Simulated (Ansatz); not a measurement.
SiO2:

```
Si O
1.0
     4.97559    0.00000    0.00000
     0.00000    4.97559    0.00000
     0.00000    0.00000    6.90089
Si O
4 8
Direct
  0.80325 0.80325 0.50000
  0.69675 0.30325 0.25000
  0.30325 0.69675 0.75000
  0.19675 0.19675 0.00000
  0.76176 0.11039 0.43204
  0.88961 0.23824 0.06796
  0.11039 0.76176 0.56796
  0.26176 0.38961 0.81796
  0.23824 0.88961 0.93204
  0.73824 0.61039 0.31796
  0.38961 0.26176 0.18204
  0.61039 0.73824 0.68204
```

The cell comes from a database or a generator and needn't be the stable form of this composition.

Program: Ansatz 0.2.0. Alike in all runs: task band structure; potentials or basis Ansatz PAW; no spin polarisation; cell as given; k mesh 6 × 6 × 4; smearing fermi-dirac 0.05 eV.

**Question.** Order these runs on this cell by their pressure, lowest first.
A. level r2SCAN; cutoff (eV) 500
B. level PBEsol; cutoff (eV) 420
C. level LDA; cutoff (eV) 420

**Answer.** C (-1.6 GPa), A (0.1 GPa), B (2.4 GPa).

Caveats: the PAW data sets come from PBE, with cores solved anew for the run's functional, which leaves a small shift of forces and pressure.

Runs at the PBE level aren't shown here.
